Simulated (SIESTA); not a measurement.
Crystal: BaH2.

```
Ba H
1.0
     4.46203    0.00000    0.00000
    -2.23101    3.86423    0.00000
     0.00000    0.00000    6.05529
Ba H
2 4
Direct
  0.33333 0.66667 0.25000
  0.66667 0.33333 0.75000
  0.00000 0.00000 0.00000
  0.00000 0.00000 0.50000
  0.66667 0.33333 0.25000
  0.33333 0.66667 0.75000
```

The cell comes from a database or a generator and needn't be the stable form of this composition.

Base run:

```yaml
Program: SIESTA 5.4.2
Functional: PBEsol
Potentials_or_basis: PseudoDojo 0.4 standard (PBEsol files)
Basis: DZP (energy shift 0.003 Ry; two zetas on semicore shells; d shell added on Ba)
Grid_cutoff: 500 Ry
Energy_shift: 0.003 Ry
k_mesh: 7 × 7 × 5
Occupations: fermi-dirac, width 0.05 eV
Spin: no spin polarisation
```

Its results: band gap on the k mesh 1.59 eV, indirect (least direct gap 2.43 eV); pressure -1.3 GPa.

Task: The run is repeated on the same cell with these changes: functional from PBEsol to LDA; potentials or basis from PseudoDojo 0.4 standard (PBEsol files) to PseudoDojo 0.4 standard (LDA files). What comes out?

Result: Band gap on the k mesh 1.48 eV, indirect (least direct gap 2.34 eV); pressure -2.5 GPa.

Caveats: this set's barium file shifts pressures by up to 1 GPa against other sets; spin-orbit coupling is left out, which moves the levels of the heavy elements; the basis of atomic orbitals isn't converged, which shifts pressures, moduli and gaps; an odd mesh through Γ misses points on the zone boundary, where band edges often lie (some runs); the mesh misses the band edges, which the band path finds closer together (some runs).

Not every run made on this cell is shown here.
